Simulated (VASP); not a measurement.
Write the native input for VASP 6.6.1 that does the following.

```yaml
Task: single point
Functional: PBE
Potentials_or_basis: VASP PAW PBE potentials, release 64 (Co)
Cutoff: 520 eV
k_mesh: 12 × 12 × 1
Occupations: fermi-dirac, width 0.05 eV
Spin: collinear spin, ferromagnetic start
Starting_moments: "[2.0, 2.0, 2.0, 2.0, 2.0, 2.0] μB"
Dipole_correction: yes
Further_INCAR_settings: ALGO = Normal; EDIFF = 1e-07; NBANDS = 40
```

The structure of Co lies in POSCAR:

```
Co
1.0
    2.4705617809      0.0000000000      0.0000000000
   -1.2352808904      2.1395692639      0.0000000000
    0.0000000000      0.0000000000     25.1102922500
Co
6
Direct
    0.6666666700      0.3333333400      0.2986823063
    0.0000000000      0.0000000000      0.3792093838
    0.3333333300      0.6666666600      0.4597364613
    0.0000000000      0.0000000000      0.5402635387
    0.6666666700      0.3333333400      0.6207906162
    0.0000000000      0.0000000000      0.7013176937
```

The slab is cut from a database's or a generator's crystal, which needn't be the stable form of the element.

The cell isn't the ideal one: the (0 0 1) slab of Co, cut from the database cell, not relaxed.

These files were run (other wordings do the same):

INCAR

```
SYSTEM = Co
  ALGO = Normal
  DIPOL = 0.5 0.5 0.500
  EDIFF = 1E-7
  ENCUT = 520
  GGA = PE
  IDIPOL = 3
  ISIF = 2
  ISMEAR = -1
  ISPIN = 2
  LASPH = .TRUE.
  LCHARG = .FALSE.
  LDIPOL = .TRUE.
  LMAXMIX = 4
  LORBIT = 11
  LREAL = .FALSE.
  LWAVE = .FALSE.
  MAGMOM = 2 2 2 2 2 2
  NBANDS = 40
  NELM = 120
  PREC = Accurate
  SIGMA = 0.05
```

KPOINTS

```
k-points
0
G
  12 12 1
  0 0 0
```

Potentials or basis: VASP PAW PBE potentials, release 64 (Co).

Run with:

```bash
$ cat potpaw_PBE.64/Co/POTCAR > POTCAR
$ mpirun -np 1 vasp_std > vasp.out
```

Results of the run:

```
Largest force                                         : 0.498 eV/Å
Band gap on the k mesh                                : none (metal or under the smearing width)
Net moment                                            : 9.98 μB per cell
Site moments                                          : Co +1.75, +1.68, +1.65, +1.63, +1.67, +1.71 μB
Valence electrons inside the program's atomic spheres : Co 8.13, 8.30, 8.14
```

Wall time 10 min on 1 thread of Intel(R) Xeon(R) Platinum 8259CL CPU @ 2.50GHz (Skylake/Cascade Lake), on a shared host, peak memory 0.36 GiB.
